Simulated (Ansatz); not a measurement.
# SiO$_{2}$ under pressure

Computed with DFT LDA, scalar-relativistic, plane waves, PAW (Ansatz 0.2.0). (420 eV cutoff, 6×6×6 k-mesh, Gaussian smearing of 0.02 eV, no spin polarisation)

The relaxed crystal:

```
Si O
1.0
    -2.61506    4.73787    4.43669
     2.61506   -4.73787    4.43669
     2.61506    4.73787   -4.43669
Si O
4 8
Direct
  0.92756 0.84410 0.08345
  0.73935 0.15590 0.58345
  0.07244 0.15590 0.91655
  0.26065 0.84410 0.41655
  0.12784 0.87784 0.25000
  0.87216 0.12216 0.75000
  0.79029 0.50000 0.79029
  0.20971 0.00000 0.70971
  0.20971 0.50000 0.20971
  0.79029 0.00000 0.29029
  0.00000 0.00000 0.00000
  0.50000 0.00000 0.50000
```

Cell and atoms are relaxed at each pressure within the symmetry of the start, at zero temperature, so transitions that lower the symmetry aren't seen. The k-mesh given is that at zero pressure and may differ at others. Gaps are Kohn–Sham gaps over the whole zone.

(1) Give the structure at 25 GPa.

Results:

(1)
```
Si O
1.0
    -2.64915    3.29019    3.96704
     2.64915   -3.29019    3.96704
     2.64915    3.29019   -3.96704
Si O
4 8
Direct
  0.83182 0.80576 0.02606
  0.72030 0.19424 0.52606
  0.16818 0.19424 0.97394
  0.27970 0.80576 0.47394
  0.97904 0.72904 0.25000
  0.02096 0.27096 0.75000
  0.66897 0.50000 0.66897
  0.33103 0.00000 0.83103
  0.33103 0.50000 0.33103
  0.66897 0.00000 0.16897
  0.00000 0.00000 0.00000
  0.50000 0.00000 0.50000
```
Symmetry: Imma, No. 74, orthorhombic system. Conventional cell: a = 5.298 Å, b = 6.580 Å, c = 7.934 Å, α = 90.00°, β = 90.00°, γ = 90.00°. Si (site symmetry m) is surrounded by 4 O at 1.55 to 1.59 Å. O (site symmetry mm2) is surrounded by 2 Si at 1.59 Å. O (site symmetry 2) is surrounded by 2 Si at 1.56 Å. Around O (site symmetry 2/m) lie 2 Si at 1.55 Å.

This form isn't the usual stable structure of the compound.